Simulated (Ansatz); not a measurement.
Space group F-43m (No. 216). a = 6.111 Å, b = 6.111 Å, c = 6.111 Å, α = 90.00°, β = 90.00°, γ = 90.00°
```
atom site symmetry x y z
  Ga    4a      -43m  0.0000  0.0000  0.0000
  Sb    4d      -43m  0.2500  0.2500  0.7500
```

Equation of state of this GaSb structure (not necessarily the ground state), with shape and atoms relaxed at each volume where symmetry leaves them free. Level of theory: DFT PBEsol, scalar-relativistic, plane waves, PAW (Ansatz).

Settings: cutoff 420 eV, Γ-centred mesh 12×12×12 on the computed 2-atom cell, Gaussian smearing of 0.10 eV; no spin polarisation.

```csv
V (Å³/atom),E − E(largest V) (meV/atom),P (GPa),gap on mesh (eV)
26.818,3.73,3.69,0.45
27.674,-10.46,1.68,0.22
28.530,-14.79,0.00,0.00
29.385,-10.89,-1.42,0.00
30.241,0.00,-2.62,0.00
```

Q: Fit a third-order Birch–Murnaghan equation to E(V).

A: V0 = 28.53 Å³/atom, B0 = 51 GPa, B0' = 4.8.

Spin-orbit coupling is left out, which matters for the bands of heavy elements.